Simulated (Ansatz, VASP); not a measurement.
Two plane-wave programs on MgO

File POSCAR:

```
MgO
1.0
    0.0000000000      2.1351500000      2.1351500000
    2.1351500000      0.0000000000      2.1351500000
    2.1351500000      2.1351500000      0.0000000000
Mg O
1 1
Direct
    0.0000000000      0.0000000000      0.0000000000
    0.5000000000      0.4063297661      0.5000000000
```

INCAR.step1

```
SYSTEM = MgO
ALGO = Normal ; EDIFF = 1E-4
ENCUT = 520 ; GGA = PE
ISMEAR = 0 ; LASPH = .True.
LCHARG = .False. ; LREAL = .False.
LWAVE = .True. ; NBANDS = 11
NELM = 60 ; PREC = Accurate
SIGMA = 0.05
```

File INCAR.step2:

```
SYSTEM = MgO
ALGO = Normal ; EDIFF = 1E-6
ENCUT = 520 ; ISIF = 2
ISMEAR = 0 ; ISTART = 1
LASPH = .True. ; LCHARG = .True.
LELF = .True. ; LMIXTAU = .True.
LREAL = .False. ; LVHAR = .True.
LWAVE = .False. ; METAGGA = R2SCAN
NBANDS = 11 ; NELM = 60
PREC = Accurate ; SIGMA = 0.05
```

KPOINTS

```
k-points
0
Gamma
  10 10 10
  0 0 0
```

Input for Ansatz:

```yaml
crystal:
  lattice:
    - [0.0, 2.13515, 2.13515]
    - [2.13515, 0.0, 2.13515]
    - [2.13515, 2.13515, 0.0]
  atoms:
    - { symbol: Mg, position: [0.0, 0.0, 0.0] }
    - { symbol: O, position: [0.5, 0.4063297661, 0.5] }
basis:
  ecutwfc: 500
kpoints:
  mp_grid: { grid: [10, 10, 10] }
hamiltonian:
  xc: r2scan
scf:
  occupations: { method: gaussian, width: 0.05 }
output:
  forces: true
  stress: true
  eigenvalues: true
```

Alike in both runs: task single point; functional r2SCAN; k mesh 10 × 10 × 10; occupations gaussian, width 0.05 eV; no spin polarisation.

|  | VASP | Ansatz |
| --- | --- | --- |
| version | VASP 6.6.1 | Ansatz 0.2.0 |
| potentials or method | VASP PAW PBE potentials, release 64 (Mg, O) | scalar-relativistic, plane waves, PAW |
| plane-wave cutoff (eV) | 520 | 500 |
| valence electrons in the cell | 8 | 16 |

VASP gave:

| Property | Result |
| --- | --- |
| gap on the k mesh at the Fermi level (eV) | 5.16 |
| least direct gap on the mesh (eV) | 5.16 |
| pressure (GPa) | -1.2 |
| largest component of the traceless stress (GPa) | 8.23 |
| rms of the force components (eV/Å) | 0.828 |

Which values does Ansatz return?

gap on the k mesh at the Fermi level (eV): 5.19; least direct gap on the mesh (eV): 5.19; pressure (GPa): -0.3; largest component of the traceless stress (GPa): 8.06; rms of the force components (eV/Å): 0.821.

Atom by atom the forces differ by 0.007 eV/Å (rms over components). With one functional, cell and mesh, what is left measures potentials, basis and numerics. The two sets of potentials don't hold the same shells in valence.

Caveats: the PAW data sets were made with another functional, which shifts forces and pressure a little (VASP).
